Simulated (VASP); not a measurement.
# Pb (P6_3/mmc) in VASP: notebook

One crystal, Pb, is run at these levels: PBEsol; tasks: single point.

All numbers are computed with VASP 6.6.1; they aren't measurements. Logs are shortened: lines on timing, memory, paths and dates and some standing lists are left out, and cuts for length are marked.

## Step 1: The crystal as given

Symmetry: P6_3/mmc, No. 194, hexagonal system. Conventional cell: a = 3.480 Å, b = 3.480 Å, c = 5.590 Å, α = 90.00°, β = 90.00°, γ = 120.00°. Around Pb (site symmetry -6m2) lie 12 Pb at 3.44 to 3.48 Å.

This isn't the form of Pb at room conditions, which is fcc.

## Step 2: Single point, PBEsol

Input file INCAR:

```
PREC = Accurate
ENCUT = 450
EDIFF = 1E-6
ISMEAR = -1
SIGMA = 0.02
LREAL = False
LASPH = True
NELM = 100
ALGO = Normal
ISIF = 2
LWAVE = False
LCHARG = False
GGA = PS
ADDGRID = False
```

Input file KPOINTS:

```
regular mesh
0
Gamma
  14 14 8
```

Input file POSCAR:

```
Pb
1.0
    3.4800000000      0.0000000000      0.0000000000
   -1.7400000000      3.0137684052      0.0000000000
    0.0000000000      0.0000000000      5.5900000000
Pb
2
Direct
    0.6666666667      0.3333333333      0.7500000000
    0.3333333333      0.6666666667      0.2500000000
```

Potentials or basis: VASP PAW PBE potentials, release 64 (Pb_d).

Run with:

```bash
$ cat potpaw_PBE.64/Pb_d/POTCAR > POTCAR
$ mpirun -np 1 vasp_std > vasp.out
```

OUTCAR:

```text
PREC = Accurate
   ENCUT = 450
   EDIFF = 1E-6
   ISMEAR = -1
   LREAL = False
   LASPH = True
   NELM = 100
   ISIF = 2
   GGA = PS

 Found    120 irreducible k-points:

 Following reciprocal coordinates:
            Coordinates               Weight
  0.000000  0.000000  0.000000      1.000000
  0.071429  0.000000  0.000000      6.000000
  0.142857  0.000000  0.000000      6.000000
  0.214286  0.000000  0.000000      6.000000
  0.285714  0.000000  0.000000      6.000000
  0.357143  0.000000  0.000000      6.000000
   k-points           NKPTS =    120   k-points in BZ     NKDIM =    120   number of bands    NBANDS=     18
   number of dos      NEDOS =    301   number of ions     NIONS =      2
   total plane-waves  NPLWV =  23040
   dimension x,y,z NGX =    24 NGY =   24 NGZ =   40
   dimension x,y,z NGXF=    48 NGYF=   48 NGZF=   80
   ions per type =               2
   NGX,Y,Z   is equivalent  to a cutoff of  11.47, 11.47, 11.90 a.u.
   NGXF,Y,Z  is equivalent  to a cutoff of  22.93, 22.93, 23.79 a.u.
 SYSTEM =  unknown system
   PREC   = accura    normal or accurate (medium, high low for compatibility)
   ISTART =      0    job   : 0-new  1-cont  2-samecut
   ICHARG =      2    charge: 1-file 2-atom 10-const
   ISPIN  =      1    spin polarized calculation?
   LNONCOLLINEAR =      F non collinear calculations
   LSORBIT =      F    spin-orbit coupling
   LASPH  =      T    aspherical Exc in radial PAW
   ENCUT  =  450.0 eV  33.07 Ry    5.75 a.u.   6.02  6.02  9.67*2*pi/ulx,y,z
   NELM   =    100;   NELMIN=  2; NELMDL= -5     # of ELM steps
   EDIFF  = 0.1E-05   stopping-criterion for ELM
   LREAL  =      F    real-space projection
   EDIFFG = 0.1E-04   stopping-criterion for IOM
   NSW    =      0    number of steps for IOM
   IBRION =     -1    ionic relax: 0-MD 1-quasi-New 2-CG
   NFREE  =      0    steps in history (QN), initial steepest desc. (CG)
   ISIF   =      2    stress and relaxation
   ISYM   =      2    0-nonsym 1-usesym 2-fastsym
   POTIM  = 0.5000    time-step for ionic-motion
   TEBEG  =    0.0;   TEEND  =   0.0 temperature during run
   PSTRESS=    0.0 pullay stress
   NELECT =      28.0000    total number of electrons
   NUPDOWN=      -1.0000    fix difference up-down
   EMIN   =  10.00;   EMAX   =-10.00  energy-range for DOS
   EFERMI =   0.00;   METHOD = LEGACY
   ISMEAR =    -1;   SIGMA  =   0.02  broadening in eV -4-tet -1-fermi 0-gaus
   EFERMI_NEDOS =   21; number of points for ismear=-14 and -15
   IALGO  =     38    algorithm
   IMIX   =      4    mixing-type and parameters
     AMIX     =   0.40;   BMIX     =  1.00
     AMIX_MAG =   1.60;   BMIX_MAG =  1.00
  volume/ion in A,a.u.               =      29.31       197.82
  Fermi-wavevector in a.u.,A,eV,Ry     =   1.279658  2.418203 22.279870  1.637524
  Thomas-Fermi vector in A             =   2.412131
   LORBIT       =      0    0 simple, 1 ext, 2 COOP (PROOUT), +10 PAW based schemes
   GGA     = PS    functional components
   LHFCALC =     F    Hartree Fock is set to
   AEXX    =    0.0000 exact exchange contribution
   IVDW    =     0    specifies the selected vdW correction
   LEPSILON=     F    determine dielectric tensor
   LRPA    =     F    only Hartree local field effects (RPA)
 non-spin polarized calculation
  energy-cutoff  :      450.00
  volume of cell :       58.63
 maximum number of plane-waves:      1292
   NGX = 13   NGY = 13   NGZ = 19

 number of electron      28.0000001 magnetization

 Free energy of the ion-electron system (eV)
  ---------------------------------------------------
  ext. energy  EPLUGINS =         0.00000000
  ---------------------------------------------------
  free energy    TOTEN  =        -7.96491102 eV

  energy without entropy =       -7.96323866  energy(sigma->0) =       -7.96407484

 E-fermi :   7.4299     XC(G=0): -10.5064

 val. band max:        7.3895846666   @ k =   0.2857   0.0714   0.2500
 cond. band min:       7.4300783097   @ k =   0.2143   0.0714   0.1250
 fundamental gap:      0.0404936432
 Fermi energy:         7.4299001032

 k-point     1 :       0.0000    0.0000    0.0000
  band No.  band energies     occupation
      1      -9.5725      2.00000
      2      -9.5222      2.00000
      3      -9.5103      2.00000
      4      -9.5103      2.00000
      5      -9.4851      2.00000
      6      -9.4851      2.00000
[... 10 lines left out ...]
     17      14.9470      0.00000
     18      15.6193      0.00000

 k-point     2 :       0.0714    0.0000    0.0000
  band No.  band energies     occupation
      1      -9.5684      2.00000
      2      -9.5326      2.00000
      3      -9.4974      2.00000
      4      -9.4946      2.00000
      5      -9.4822      2.00000
      6      -9.4726      2.00000
[... 10 lines left out ...]
     17      15.1169      0.00000
     18      15.5115      0.00000

 k-point     3 :       0.1429    0.0000    0.0000
  band No.  band energies     occupation
      1      -9.5793      2.00000
      2      -9.5265      2.00000
      3      -9.4853      2.00000
      4      -9.4659      2.00000
      5      -9.4612      2.00000
      6      -9.4611      2.00000
[... 10 lines left out ...]
     17      14.9848      0.00000
     18      15.1212      0.00000

 k-point     4 :       0.2143    0.0000    0.0000
  band No.  band energies     occupation
      1      -9.6094      2.00000
      2      -9.5130      2.00000
      3      -9.4943      2.00000
      4      -9.4801      2.00000
      5      -9.4734      2.00000
      6      -9.4087      2.00000
[... 10 lines left out ...]
     17      13.8632      0.00000
     18      14.7252      0.00000

 k-point     5 :       0.2857    0.0000    0.0000
  band No.  band energies     occupation
      1      -9.6423      2.00000
      2      -9.5288      2.00000
      3      -9.5190      2.00000
      4      -9.5000      2.00000
      5      -9.4426      2.00000
      6      -9.3503      2.00000
[... 10 lines left out ...]
     17      12.4677      0.00000
     18      14.1809      0.00000

 k-point     6 :       0.3571    0.0000    0.0000
  band No.  band energies     occupation
      1      -9.6709      2.00000
      2      -9.5623      2.00000
      3      -9.5305      2.00000
      4      -9.5169      2.00000
      5      -9.4119      2.00000
      6      -9.3688      2.00000
[... 10 lines left out ...]
     17      11.0722      0.00000
     18      13.6837      0.00000

 [... further k-points ...]

------------------------ aborting loop because EDIFF is reached ----------------------------------------

  FORCE on cell =-STRESS in cart. coord.  units (eV):
  Direction    XX          YY          ZZ          XY          YZ          ZX
  --------------------------------------------------------------------------------------
  -------------------------------------------------------------------------------------
  Total        0.1133428      0.1133428      0.8507097      0.0000000      0.0000000      0.0000000
  in kB        3.0974462      3.0974462     23.2482902      0.0000000      0.0000000      0.0000000
  external PRESSURE =       9.8143942 kB  Pullay stress =       0.0000000 kB

 VOLUME and BASIS-vectors are now :
 -----------------------------------------------------------------------------
  energy-cutoff  :      450.00
  volume of cell :       58.63
      direct lattice vectors                 reciprocal lattice vectors
     3.480000000  0.000000000  0.000000000     0.287356322  0.165905250  0.000000000
    -1.740000000  3.013768405  0.000000000     0.000000000  0.331810500  0.000000000
     0.000000000  0.000000000  5.590000000     0.000000000  0.000000000  0.178890877

 POSITION                                       TOTAL-FORCE (eV/Angst)
 -----------------------------------------------------------------------------------
      1.74000      1.00459      4.19250        -0.000000     -0.000000      0.000000
     -0.00000      2.00918      1.39750         0.000000      0.000000      0.000000
 -----------------------------------------------------------------------------------
    total drift:                               -0.000000      0.000000      0.000000

  FREE ENERGIE OF THE ION-ELECTRON SYSTEM (eV)
  ---------------------------------------------------
  free  energy   TOTEN  =        -7.9649110187 eV

  energy  without entropy=       -7.9632386607  energy(sigma->0) =       -7.96407484
```

It took 19 s on 1 thread of Intel Xeon 6975P-C (Granite Rapids), shared host; peak memory 0.21 GiB.

These settings aren't checked as converged: the numbers below hold their error.

What came out:

```yaml
Free_energy: -7.9649 eV
Pressure: 1.0 GPa
Band_gap_on_the_k_mesh: none (metal or under the smearing width)
```

Caveat: the PAW data sets were made with another functional, which shifts forces and pressure a little.

(Continued in part 2 of 2.)
